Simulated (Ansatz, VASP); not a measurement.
**Re: VASP and Ansatz over several settings**

```
Re
1.0
     2.70444    0.00000    0.00000
    -1.35222    2.34211    0.00000
     0.00000    0.00000    4.36719
Re
2
Direct
  0.66667 0.33333 0.75000
  0.33333 0.66667 0.25000
```

Change from the starting cell: volume scaled by 0.94.

Single points on this cell with VASP 6.6.1 and Ansatz 0.2.0. Each row is one pair of runs. Alike in all rows: spin: off; k mesh: 11 × 11 × 6; smearing: fermi-dirac, width 0.05 eV; VASP's potentials, cutoff: VASP PAW PBE potentials, release 64 (Re), 520 eV.

```csv
level,"Ansatz's potentials, cutoff","gap on the k mesh at the Fermi level (eV), VASP","gap on the k mesh at the Fermi level (eV), Ansatz","pressure (GPa), VASP","pressure (GPa), Ansatz","largest component of the traceless stress (GPa), VASP","largest component of the traceless stress (GPa), Ansatz"
PBE,"Ansatz PAW earlier set, 560 eV",none,none,33.7,33.7,0.22,0.33
PBE,"Ansatz PAW, 420 eV",none,none,33.7,33.5,0.22,0.34
PBE,"SPMS NC, 435 eV",none,none,33.7,33.4,0.22,0.31
```

Pressure (GPa): the two programs differ by at most 0.29; largest component of the traceless stress (GPa): the two programs differ by at most 0.12.

A gap of «none» marks a metal or a gap that the smearing closes.
